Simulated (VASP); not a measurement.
# GaN: single point with PBE

**The experiment to reproduce.**

From “Studying electronic properties in GaN without electrical contacts using γ-γ vs e−-γ Perturbed Angular Correlations”, 2019, pmc:6823545, for a bulk crystal of GaN: band gap 3.503 ± 0.005 eV (direct).

The system is GaN.

```
Ga N
1.0
     3.21154    0.00000    0.00000
    -1.60577    2.78127    0.00000
     0.00000    0.00000   10.35684
Ga N
4 4
Direct
  0.00000 0.00000 0.78587
  0.66667 0.33333 0.03735
  0.33333 0.66667 0.53735
  0.00000 0.00000 0.28587
  0.00000 0.00000 0.09304
  0.66667 0.33333 0.34375
  0.00000 0.00000 0.59304
  0.33333 0.66667 0.84374
```

The cell is a database's computed one.

- Program: VASP 6.6.1
- Task: single point
- Functional: PBE
- Potentials or basis: VASP PAW PBE potentials, release 64 (Ga_d, N)
- Cutoff: 520 eV
- k mesh: 10 × 10 × 3
- Occupations: fermi-dirac, width 0.05 eV
- Spin: no spin polarisation
- Further INCAR settings: ALGO = Normal; EDIFF = 1e-07; NBANDS = 46

The pressure is -0.1 GPa and the largest force is 0.332 eV/Å. The band gap on the k mesh is 0.82 eV, direct.

Forces on the atoms (eV/Å):
```
Ga   0.000  0.000  0.023
Ga   0.000  0.000 -0.143
Ga   0.000  0.000 -0.143
Ga   0.000  0.000  0.023
N    0.000  0.000 -0.212
N    0.000  0.000  0.332
N    0.000  0.000 -0.212
N    0.000  0.000  0.332
```

Stress tensor (GPa, compression positive):
```
-2.60  0.00  0.00
 0.00 -2.60  0.00
 0.00  0.00  4.93
```

Levels at points of the mesh, in eV from the valence-band top:
| k point | band 34 | band 35 | band 36 | band 37 | band 38 | band 39 |
| --- | --- | --- | --- | --- | --- | --- |
| (0.00, 0.00, 0.00) | -0.54 | -0.54 | 0.00 | 0.82 | 3.31 | 3.52 |
| (0.50, 0.00, 0.00) | -1.93 | -1.52 | -0.75 | 1.94 | 2.44 | 4.70 |

Run time: 110 s on 1 thread of Intel(R) Xeon(R) Platinum 8488C (Sapphire Rapids), on a shared host, peak memory 0.23 GiB.

Measured gap of GaN: 3.503 eV (direct; quoted in “Studying electronic properties in GaN without electrical contacts using γ-γ vs e−-γ Perturbed Angular Correlations”, 2019, pmc:6823545). This calculation gives 0.82 eV (-2.69 eV). So large a miss can be the level of theory's own, or it may mean another phase, state or a wrong row. Spin-orbit coupling on Ga is left out. The value is that of PBE, without temperature or zero-point motion. Semilocal functionals fall short of measured gaps as a rule. The cell is a database's relaxed one, not the measured one, which moves gaps too.
